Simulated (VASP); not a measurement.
Rb:

```
CELL_PARAMETERS angstrom
5.74000 0.00000 0.00000
0.00000 4.64000 0.00000
0.00000 0.00000 12.38000
ATOMIC_POSITIONS crystal
Rb 0.95300 0.75000 0.10700
Rb 0.54700 0.25000 0.60700
Rb 0.45300 0.75000 0.39300
Rb 0.04700 0.25000 0.89300
```

This isn't the form of Rb at room conditions, which is bcc.

* Program: VASP 6.6.1
* Task: single point
* Functional: PBE
* Potentials or basis: VASP PAW PBE potentials, release 64 (Rb_sv)
* Cutoff: 520 eV
* k mesh: 5 × 6 × 3
* Occupations: fermi-dirac, width 0.05 eV
* Spin: no spin polarisation

On this cell: pressure 1.1 GPa; largest force 0.766 eV/Å; band gap on the k mesh none (metal or under the smearing width).

The same run follows on a disturbed copy (atoms moved at random, drawn with an rms of 0.05 Å):

```xyz
4
Lattice="5.7400 0.0000 0.0000 0.0000 4.6400 0.0000 0.0000 0.0000 12.3800" Properties=species:S:1:pos:R:3 pbc="T T T"
Rb    5.4820    3.4960    1.3430
Rb    3.0896    1.1967    7.5074
Rb    2.5829    3.4919    4.8550
Rb    0.1975    1.1718   11.0818
```

What changes?

The energy (extrapolated to zero smearing) moves by +6.6 meV/atom; pressure 1.1 GPa; largest force 0.794 eV/Å; band gap on the k mesh none (metal or under the smearing width).

Forces in eV/Å, atoms in the order of the input:
```
Rb  -0.179 -0.002  0.760
Rb   0.185 -0.012  0.753
Rb  -0.184  0.013 -0.739
Rb   0.178  0.001 -0.774
```

Stress tensor (GPa, compression positive):
```
-0.52  0.00  0.03
 0.00  1.83 -0.02
 0.03 -0.02  2.13
```
